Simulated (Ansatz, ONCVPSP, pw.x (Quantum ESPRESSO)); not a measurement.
# pw.x on fcc Ru: one setting changed

Potential: optimised norm-conserving Vanderbilt (ONCV), ONCVPSP 4.0.1.1 (patched build), PBEsol; core [Ar] 3d10, reference 4s2 4p6 4d7 5s1; waves: 4s+5s: rc 1.60 bohr, ncon 5, nbas 9, qcut 8.8 1/bohr, 2 projectors; 4p: rc 1.85 bohr, ncon 4, nbas 9, qcut 6.6 1/bohr, 2 projectors, debl 1.5 Ha; 4d: rc 1.60 bohr, ncon 5, nbas 9, qcut 10.1 1/bohr, local; local part: the d channel; core correction: none. In the p channel the program set the typed energies aside and used -1.704, 0.250 Ha.

The reference run (k-mesh 15³, cutoffs 80/320 Ry, Fermi–Dirac 0.01 Ry, mixing_beta 0.4, conv_thr 1e-9, no spin) gives 2.11 GPa at 13.350 Å³/atom, where all-electron LAPW gives 1.19 GPa. This run, with its own iteration cap, changes degauss to 0.005.

```
&control
  calculation='scf', prefix='x', pseudo_dir='./', outdir='./tmp', tstress=.true., disk_io='none'
/
&system
  ibrav=0, nat=1, ntyp=1, ecutwfc=80, ecutrho=320, nbnd=16,
  occupations='smearing', smearing='fd', degauss=0.005
/
&electrons
  conv_thr=1e-09, mixing_beta=0.4, electron_maxstep=50
/
ATOMIC_SPECIES
Ru 1.0 Ru.UPF
CELL_PARAMETERS angstrom
  0.00000000 1.88285593 1.88285593
  1.88285593 0.00000000 1.88285593
  1.88285593 1.88285593 0.00000000
ATOMIC_POSITIONS crystal
Ru 0.0000 0.0000 0.0000
K_POINTS automatic
15 15 15 0 0 0
```

```bash
pw.x < Ru.scf.in > Ru.scf.out
```

Question: How does the run end?

Answer: It converges in 8 iterations; the free energy moves by +21.9 meV/atom and the pressure by -0.47 GPa. In a metal, with Fermi–Dirac smearing, F lies below its zero-width value by a term in the square of the width.

```
Message from routine setup:
     using ibrav=0 with symmetry is DISCOURAGED, use correct ibrav instead
     lattice parameter (alat)  =       5.0319  a.u.
     unit-cell volume          =      90.0903 (a.u.)^3
     number of electrons       =        16.00
     number of Kohn-Sham states=           16
     kinetic-energy cutoff     =      80.0000  Ry
     charge density cutoff     =     320.0000  Ry
     scf convergence threshold =      1.0E-09
     Exchange-correlation= PBESOL
     number of k points=   120  Fermi-Dirac smearing, width (Ry)=  0.0050
     iteration #  1     ecut=    80.00 Ry     beta= 0.40
     total energy              =    -190.47938595 Ry
     estimated scf accuracy    <       0.14109530 Ry
     iteration #  2     ecut=    80.00 Ry     beta= 0.40
     total energy              =    -190.49879064 Ry
     estimated scf accuracy    <       0.00435364 Ry
     iteration #  3     ecut=    80.00 Ry     beta= 0.40
     total energy              =    -190.49897643 Ry
     estimated scf accuracy    <       0.00083247 Ry
     iteration #  4     ecut=    80.00 Ry     beta= 0.40
     total energy              =    -190.49902373 Ry
     estimated scf accuracy    <       0.00003709 Ry
     iteration #  5     ecut=    80.00 Ry     beta= 0.40
     total energy              =    -190.49902449 Ry
     estimated scf accuracy    <       0.00000448 Ry
     iteration #  6     ecut=    80.00 Ry     beta= 0.40
     total energy              =    -190.49902520 Ry
     estimated scf accuracy    <          6.7E-09 Ry
     iteration #  7     ecut=    80.00 Ry     beta= 0.40
     total energy              =    -190.49902520 Ry
     estimated scf accuracy    <          6.6E-09 Ry
     iteration #  8     ecut=    80.00 Ry     beta= 0.40
     the Fermi energy is    23.8463 ev
!    total energy              =    -190.49902520 Ry
     estimated scf accuracy    <          9.9E-11 Ry
     smearing contrib. (-TS)   =      -0.00104594 Ry
     The total energy is F=E-TS. E is the sum of the following terms:
     one-electron contribution =     -33.86518924 Ry
     hartree contribution      =      28.37907677 Ry
     xc contribution           =     -20.07403261 Ry
     ewald contribution        =    -164.93783418 Ry
     convergence has been achieved in   8 iterations
          total   stress  (Ry/bohr**3)                   (kbar)     P=       16.40
     Message from routine punch:
     Nothing written, as per user request (disk_io='none')
```

The run took about 26 s on one core of a shared host (Neoverse-V1, 32 threads, 126 GiB, load 13).
